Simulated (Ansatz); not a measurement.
# Which way does BaS + CdTe ⇌ BaTe + CdS run?

Plane-wave DFT in Ansatz with scalar-relativistic PAW potentials, cutoff 500 eV, Γ-centred meshes chosen by cell and gap, Gaussian smearing with energies taken to zero width. Every cell was relaxed (cell and atoms) in a run of its own, within the symmetry of its start. Functional: r2SCAN.

Total energies hold large constants for each element; a whole number of eV per atom of each element is taken off below, which cancels in a balanced reaction.

| compound | lowest structure computed | structures tried | V (Å³/atom) | gap on mesh (eV) | E (eV per formula unit, common shift removed) |
| --- | --- | --- | --- | --- | --- |
| BaS | Fm-3m | 1 | 33.16 | 2.58 | -5.1315 |
| CdTe | F-43m | 6 | 35.25 | 1.17 | -1.1402 |
| BaTe | Fm-3m | 1 | 44.05 | 2.00 | -4.5256 |
| CdS | P6_3mc | 3 | 25.39 | 1.63 | -1.6151 |

**Question.** Work out the reaction energy at 0 K.

**Answer.** ΔE = E(BaTe) + E(CdS) − E(BaS) − E(CdTe) = 0.131 eV, or 13 kJ per mole of reaction (33 meV/atom). The left side is lower: Ba takes S and Cd takes Te. Pauling's electronegativities (Ba 0.89, Cd 1.69; S 2.58, Te 2.1) would pair Ba with S, the most ionic bond; the result follows that. All four are computed as solids; where they are solids at ordinary conditions entropy changes little. A lower structure that wasn't tried would shift the value, and mixed crystals may lie lower than either side.

Spin-orbit coupling is left out, which matters for the bands of heavy elements.